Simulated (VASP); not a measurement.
# Cs (I4_1/amd) in VASP: single point with PBE

Aim: the single point of Cs with PBE.

Everything below comes from runs of VASP 6.6.1. Logs are shortened: lines on timing, memory, paths and dates and some standing lists are left out, and cuts for length are marked.

**1. Starting point**

It takes space group I4_1/amd (No. 141, tetragonal). Conventional cell: a = 5.108 Å, b = 5.108 Å, c = 19.192 Å, α = 90.00°, β = 90.00°, γ = 90.00°.

This isn't the form of Cs at room conditions, which is bcc.

**2. Single point, PBE**

Input file INCAR:

```
  PREC = Accurate
  ENCUT = 520
  EDIFF = 1E-6
  ISMEAR = 0
  SIGMA = 0.1
  LREAL = False
  LASPH = True
  NELM = 100
  ALGO = Fast
  ISIF = 2
  LWAVE = False
  LCHARG = False
  GGA = PE
  NBANDS = 16
```

Input file KPOINTS:

```
regular mesh
0
Gamma
  6 6 6
```

Input file POSCAR:

```
Cs
1.0
   -2.5538463026      2.5538463026      9.5960667852
    2.5538463026     -2.5538463026      9.5960667852
    2.5538463026      2.5538463026     -9.5960667852
Cs
2
Direct
    0.2500000000      0.7500000000      0.5000000000
    0.5000000000      0.5000000000      0.0000000000
```

Potentials or basis: VASP PAW PBE potentials, release 64 (Cs_sv).

The run is started by

```
cat potpaw_PBE.64/Cs_sv/POTCAR > POTCAR
mpirun -np 1 vasp_std > vasp.out
```

OUTCAR:

```text
PREC = Accurate
   ENCUT = 520
   EDIFF = 1E-6
   ISMEAR = 0
   LREAL = False
   LASPH = True
   NELM = 100
   ISIF = 2
   GGA = PE

 ion  position               nearest neighbor table
   1  0.250  0.750  0.500-
   2  0.500  0.500  0.000-

  LATTYP: Found a body centered tetragonal cell.
 ALAT       =     5.1076926052
 C/A-ratio  =     3.7574958115

  Lattice vectors:

 A1 = (  -2.5538463026,   2.5538463026,   9.5960667852)
 A2 = (   2.5538463026,  -2.5538463026,   9.5960667852)
 A3 = (   2.5538463026,   2.5538463026,  -9.5960667852)

Analysis of symmetry for initial positions (statically):
=====================================================================
 Subroutine PRICEL returns:
 Original cell was already a primitive cell.

 Routine SETGRP: Setting up the symmetry group for a
 body centered tetragonal supercell.

 Subroutine GETGRP returns: Found 16 space group operations
 (whereof  8 operations were pure point group operations)
 out of a pool of 16 trial point group operations.

The static configuration has the point symmetry D_2d.
 The point group associated with its full space group is D_4h.

Analysis of symmetry for dynamics (positions and initial velocities):
=====================================================================
 Subroutine PRICEL returns:
 Original cell was already a primitive cell.

 Routine SETGRP: Setting up the symmetry group for a
 body centered tetragonal supercell.

 Subroutine GETGRP returns: Found 16 space group operations
 (whereof  8 operations were pure point group operations)
 out of a pool of 16 trial point group operations.

The dynamic configuration has the point symmetry D_2d.
 The point group associated with its full space group is D_4h.

 Subroutine INISYM returns: Found 16 space group operations
 (whereof  8 operations are pure point group operations),
 and found     1 'primitive' translations

----------------------------------------------------------------------------------------

                                     Primitive cell

  volume of cell :     250.3472

  direct lattice vectors                    reciprocal lattice vectors
    -2.553846303  2.553846303  9.596066785     0.000000000  0.195783121  0.052104681
     2.553846303 -2.553846303  9.596066785     0.195783121  0.000000000  0.052104681
     2.553846303  2.553846303 -9.596066785     0.195783121  0.195783121  0.000000000

  length of vectors
    10.253231667 10.253231667 10.253231667     0.202597947  0.202597947  0.276879145

  position of ions in fractional coordinates (direct lattice)
     0.250000000  0.750000000  0.500000000
     0.500000000  0.500000000  0.000000000

  ion indices of the primitive-cell ions
   primitive index   ion index
                 1           1
                 2           2

----------------------------------------------------------------------------------------

 KPOINTS: regular mesh

Automatic generation of k-mesh.
 Grid dimensions read from file:
 generate k-points for:    6    6    6

 Generating k-lattice:

  Cartesian coordinates                     Fractional coordinates (reciprocal lattice)
     0.000000000  0.032630520  0.008684114     0.166666667  0.000000000 -0.000000000
     0.032630520  0.000000000  0.008684114     0.000000000  0.166666667 -0.000000000
     0.032630520  0.032630520  0.000000000     0.000000000  0.000000000  0.166666667

  Length of vectors
     0.033766325  0.033766325  0.046146524

  Shift w.r.t. Gamma in fractional coordinates (k-lattice)
     0.000000000  0.000000000  0.000000000

 Subroutine IBZKPT returns following result:
 ===========================================

 Found     30 irreducible k-points:

 Following reciprocal coordinates:
            Coordinates               Weight
  0.000000  0.000000  0.000000      1.000000
  0.166667 -0.000000  0.000000      8.000000
  0.333333 -0.000000  0.000000      8.000000
  0.500000 -0.000000  0.000000      4.000000
  0.166667  0.166667  0.000000      8.000000
  0.333333  0.166667  0.000000     16.000000
[... 16 lines left out ...]
 -0.333333 -0.333333  0.166667      8.000000
 -0.166667 -0.333333  0.166667      8.000000
 [... further k-points ...]
   k-points           NKPTS =     30   k-points in BZ     NKDIM =     30   number of bands    NBANDS=     16
   number of dos      NEDOS =    301   number of ions     NIONS =      2
   total plane-waves  NPLWV = 512000
   dimension x,y,z NGX =    80 NGY =   80 NGZ =   80
   dimension x,y,z NGXF=   160 NGYF=  160 NGZF=  160
   ions per type =               2
   NGX,Y,Z   is equivalent  to a cutoff of  12.97, 12.97, 12.97 a.u.
   NGXF,Y,Z  is equivalent  to a cutoff of  25.94, 25.94, 25.94 a.u.
 SYSTEM =  unknown system
   PREC   = accura    normal or accurate (medium, high low for compatibility)
   ISTART =      0    job   : 0-new  1-cont  2-samecut
   ICHARG =      2    charge: 1-file 2-atom 10-const
   ISPIN  =      1    spin polarized calculation?
   LNONCOLLINEAR =      F non collinear calculations
   LSORBIT =      F    spin-orbit coupling
   LASPH  =      T    aspherical Exc in radial PAW
   ENCUT  =  520.0 eV  38.22 Ry    6.18 a.u.  19.06 19.06 19.06*2*pi/ulx,y,z
   NELM   =    100;   NELMIN=  2; NELMDL= -5     # of ELM steps
   EDIFF  = 0.1E-05   stopping-criterion for ELM
   LREAL  =      F    real-space projection
   EDIFFG = 0.1E-04   stopping-criterion for IOM
   NSW    =      0    number of steps for IOM
   IBRION =     -1    ionic relax: 0-MD 1-quasi-New 2-CG
   NFREE  =      0    steps in history (QN), initial steepest desc. (CG)
   ISIF   =      2    stress and relaxation
   ISYM   =      2    0-nonsym 1-usesym 2-fastsym
   POTIM  = 0.5000    time-step for ionic-motion
   TEBEG  =    0.0;   TEEND  =   0.0 temperature during run
   PSTRESS=    0.0 pullay stress
   NELECT =      18.0000    total number of electrons
   NUPDOWN=      -1.0000    fix difference up-down
   EMIN   =  10.00;   EMAX   =-10.00  energy-range for DOS
   EFERMI =   0.00;   METHOD = LEGACY
   ISMEAR =     0;   SIGMA  =   0.10  broadening in eV -4-tet -1-fermi 0-gaus
   EFERMI_NEDOS =   21; number of points for ismear=-14 and -15
   IALGO  =     68    algorithm
   IMIX   =      4    mixing-type and parameters
     AMIX     =   0.40;   BMIX     =  1.00
     AMIX_MAG =   1.60;   BMIX_MAG =  1.00
  volume/ion in A,a.u.               =     125.17       844.71
  Fermi-wavevector in a.u.,A,eV,Ry     =   0.680745  1.286422  6.305135  0.463414
  Thomas-Fermi vector in A             =   1.759326
   LORBIT       =      0    0 simple, 1 ext, 2 COOP (PROOUT), +10 PAW based schemes
   GGA     = PE    functional components
   LHFCALC =     F    Hartree Fock is set to
   AEXX    =    0.0000 exact exchange contribution
   IVDW    =     0    specifies the selected vdW correction
   LEPSILON=     F    determine dielectric tensor
   LRPA    =     F    only Hartree local field effects (RPA)
 non-spin polarized calculation
 RMM-DIIS sequential band-by-band and
 Gauss-broadening in eV      SIGMA  =   0.10
  energy-cutoff  :      520.00
  volume of cell :      250.35
 maximum number of plane-waves:      6816
 NGX is ok and might be reduce to    80
   NGX = 39   NGY = 39   NGZ = 39

 number of electron      18.0000001 magnetization

 Free energy of the ion-electron system (eV)
  ---------------------------------------------------
  ext. energy  EPLUGINS =         0.00000000
  ---------------------------------------------------
  free energy    TOTEN  =        -1.59454431 eV

  energy without entropy =       -1.58055798  energy(sigma->0) =       -1.58755115

 E-fermi :   0.2782     XC(G=0):  -5.1908

 val. band max:        0.2161634052   @ k =  -0.3333   0.5000   0.1667
 cond. band min:       0.2955056313   @ k =   0.3333   0.3333   0.0000
 fundamental gap:      0.0793422260
 Fermi energy:         0.2782462685

 k-point     1 :       0.0000    0.0000    0.0000
  band No.  band energies     occupation
      1     -23.7206      2.00000
      2     -23.7164      2.00000
      3     -10.5799      2.00000
      4     -10.4673      2.00000
      5     -10.4643      2.00000
      6     -10.4643      2.00000
[... 8 lines left out ...]
     15       3.4414      0.00000
     16       3.4942      0.00000

 k-point     2 :       0.1667   -0.0000    0.0000
  band No.  band energies     occupation
      1     -23.7192      2.00000
      2     -23.7153      2.00000
      3     -10.5713      2.00000
      4     -10.5003      2.00000
      5     -10.4929      2.00000
      6     -10.4676      2.00000
[... 8 lines left out ...]
     15       2.8732      0.00000
     16       3.3806      0.00000

 k-point     3 :       0.3333   -0.0000    0.0000
  band No.  band energies     occupation
      1     -23.7161      2.00000
      2     -23.7133      2.00000
      3     -10.5710      2.00000
      4     -10.5668      2.00000
      5     -10.5391      2.00000
      6     -10.4743      2.00000
[... 8 lines left out ...]
     15       2.7149      0.00000
     16       3.2659      0.00000

 k-point     4 :       0.5000   -0.0000    0.0000
  band No.  band energies     occupation
      1     -23.7145      2.00000
      2     -23.7124      2.00000
      3     -10.6021      2.00000
      4     -10.5957      2.00000
      5     -10.5313      2.00000
      6     -10.4801      2.00000
[... 8 lines left out ...]
     15       2.7362      0.00000
     16       3.1231      0.00000
[... 324 lines left out ...]
 k-point    22 :      -0.1667    0.5000    0.1667
  band No.  band energies     occupation
      1     -23.7156      2.00000
      2     -23.7138      2.00000
      3     -10.5721      2.00000
      4     -10.5639      2.00000
      5     -10.5289      2.00000
      6     -10.4866      2.00000
[... 8 lines left out ...]
     15       2.6803      0.00000
     16       3.2698      0.00000

 k-point    23 :      -0.3333   -0.3333    0.1667
  band No.  band energies     occupation
      1     -23.7169      2.00000
      2     -23.7151      2.00000
      3     -10.5439      2.00000
      4     -10.5086      2.00000
      5     -10.4986      2.00000
      6     -10.4886      2.00000
[... 8 lines left out ...]
     15       2.5766      0.00000
     16       2.8327      0.00000

 k-point    24 :      -0.1667   -0.3333    0.1667
  band No.  band energies     occupation
      1     -23.7186      2.00000
      2     -23.7158      2.00000
      3     -10.5585      2.00000
      4     -10.5049      2.00000
      5     -10.4896      2.00000
      6     -10.4797      2.00000
[... 8 lines left out ...]
     15       2.7683      0.00000
     16       3.2228      0.00000

 [... further k-points ...]
[... 5 lines left out ...]
  --------------------------------------------------------------------------------------
  -------------------------------------------------------------------------------------
  Total       -0.0092655     -0.0092655     -0.1500148      0.0000000      0.0000000     -0.0000000
  in kB       -0.0592978     -0.0592978     -0.9600676      0.0000000      0.0000000     -0.0000000
  external PRESSURE =      -0.3595544 kB  Pullay stress =       0.0000000 kB

 VOLUME and BASIS-vectors are now :
 -----------------------------------------------------------------------------
  energy-cutoff  :      520.00
  volume of cell :      250.35
      direct lattice vectors                 reciprocal lattice vectors
    -2.553846303  2.553846303  9.596066785     0.000000000  0.195783121  0.052104681
     2.553846303 -2.553846303  9.596066785     0.195783121  0.000000000  0.052104681
     2.553846303  2.553846303 -9.596066785     0.195783121  0.195783121  0.000000000

 POSITION                                       TOTAL-FORCE (eV/Angst)
 -----------------------------------------------------------------------------------
      2.55385      0.00000      4.79803        -0.000000     -0.000000     -0.000000
      0.00000      0.00000      9.59607         0.000000      0.000000      0.000000
 -----------------------------------------------------------------------------------
    total drift:                                0.000000     -0.000000      0.000000

  FREE ENERGIE OF THE ION-ELECTRON SYSTEM (eV)
  ---------------------------------------------------
  free  energy   TOTEN  =        -1.5945443095 eV

  energy  without entropy=       -1.5805579832  energy(sigma->0) =       -1.58755115
```

Run time: 3.8 min. Hardware: 1 thread of Intel Xeon Platinum 8559C (Emerald Rapids), shared host; peak memory 0.93 GiB.

What came out:

* Free energy: -1.5945 eV
* Pressure: 0.0 GPa
* Band gap on the k mesh: none (metal or under the smearing width)

Stress tensor (GPa, compression positive):
```
-0.01  0.00  0.00
 0.00 -0.01  0.00
 0.00  0.00 -0.10
```
